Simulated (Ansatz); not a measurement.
P: strain energy, fitted

P, Pm-3m, a = 2.422 Å. This isn't the element's structure at ambient conditions. Ansatz: PBEsol, PAW, 420 eV, Γ-centred 18×18×18 mesh on 1 atom, Gaussian smearing 0.10 eV; no spin polarisation. Series: shear of c along a, cell held, atoms fixed by symmetry; x is the strain in per cent (engineering shear). y is the free energy over the unstrained cell, V0 = 14.201 Å³/atom. Symmetry makes y even in x.

```tsv
x (%)	y (meV/atom)
0.0	0.00
1.0	0.33
2.0	1.22
3.0	2.52
4.0	4.21
6.0	?
```

**Question.** Fit y = c2 x² + c4 x⁴ to the other rows, turn c2 into a modulus, and predict the missing energy.

**Answer.** Least squares on the rows shown. y = 0.3093 x² − 0.002916 x⁴. In eV per unit strain² c2 is 3.093; this is the shear stiffness (E = ½ C V0 γ²): 2 × 3.093 × 160.2 / (14.201) = 70 GPa. With a term in x⁶ added, the coefficient of x² becomes 0.3340, 8 % more, which shows how far this figure hangs on the form. At x = 6.0 the fit asked for gives 7.36 meV/atom. The run gave 9.01 meV/atom, so the fit is 1.65 meV/atom too low, 18 % of the span of the series, against an rms of 0.02 meV/atom on the fitted rows. The row lies outside the fitted range. With a term in x⁶ added, a fit to the same known rows predicts 12.13 meV/atom, which misses by about as much or more on the other side: the known rows don't fix the higher terms.